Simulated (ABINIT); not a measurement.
The system is C.

```xyz
8
Lattice="2.5221 0.0000 0.0000 -1.2611 2.1842 0.0000 0.0000 0.0000 8.2371" Properties=species:S:1:pos:R:3 pbc="T T T"
C     1.2611    0.7281    6.9501
C     0.0000    1.4561    2.8315
C     1.2611    0.7281    5.4056
C     0.0000    1.4561    1.2870
C     0.0000    0.0000    7.4649
C     0.0000    0.0000    3.3463
C     0.0000    0.0000    4.8908
C     0.0000    0.0000    0.7722
```

This is a hexagonal form of diamond, not graphite.

Program: ABINIT 10.8.3 (patched build). Alike in all runs: no spin polarisation; cell as given; cutoff (eV) 544; smearing fermi-dirac 0.05 eV. Hardware: 1 thread of Arm Neoverse V1, on a shared host.

Question: Order these runs on this cell by their wall time, lowest first.
A. task single point; level LDA; potentials or basis JTH PAW LDA v2.0; k mesh 7 × 7 × 2; mesh quality not flagged
B. task single point; level PBEsol; potentials or basis JTH PAW PBE v2.0; k mesh 5 × 5 × 2; mesh quality coarse
C. task band structure; level LDA-VWN; potentials or basis JTH PAW LDA v2.0; k mesh 12 × 12 × 4; mesh quality not flagged

Answer: A (13 s), B (28 s), C (140 s).

Caveats: some runs use coarse meshes; the atomic spheres overlap.
